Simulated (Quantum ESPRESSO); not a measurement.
Pb under changes of volume

One of the cells (32.418 Å³/atom); the others are scaled copies at fixed shape and fractional positions:

```
Pb
1.0
     3.03861   -1.75032    0.00000
     3.03861    1.75032    0.00000
    -2.11546    0.00000    6.09522
Pb
2
Direct
  0.90851 0.90851 0.72629
  0.09149 0.09149 0.27371
```

This isn't the form of Pb at room conditions, which is fcc.

```yaml
Program: Quantum ESPRESSO 7.5
Functional: r2SCAN
Potentials_or_basis: SG15 PBE 1.2
Cutoff: 762 eV
Density_cutoff: 3048 eV
k_mesh: 5 × 5 × 3
Occupations: fermi-dirac, width 0.05 eV
Spin: no spin polarisation
```

| volume (Å³/atom) | energy over the lowest point (meV/atom) | pressure (GPa) | largest force (eV/Å) |
| --- | --- | --- | --- |
| 30.473 | 2.67 | 1.2 | 0.101 |
| 31.121 | 0.00 | 0.2 | 0.064 |
| 31.769 | 1.09 | -0.7 | 0.050 |
| 32.418 | 5.42 | -1.4 | 0.070 |
| 33.066 | 12.54 | -2.1 | 0.118 |
| 33.714 | ? | ? | ? |
| 34.363 | 33.87 | -3.2 | 0.205 |

Task: What does the run at 33.714 Å³/atom give?

Result: Energy over the lowest point 22.12 meV/atom; pressure -2.7 GPa; largest force 0.161 eV/Å.

Worked out: A Birch-Murnaghan fit of order 3 (a polynomial in V^(-2/3)) to the other rows has its minimum at 31.25 Å³/atom with B0 = V·E''(V) = 43 GPa and B' = 5.7 at fixed shape and positions, which overstates the stiffness. It gives 22.14 meV/atom at 33.714 Å³/atom, against the run's 22.12, and -dE/dV = -2.6 GPa, against -2.7.

Energies are extrapolated to zero smearing.

Caveats: all runs use coarse meshes; the potentials were made for another functional, which shifts forces and pressure.
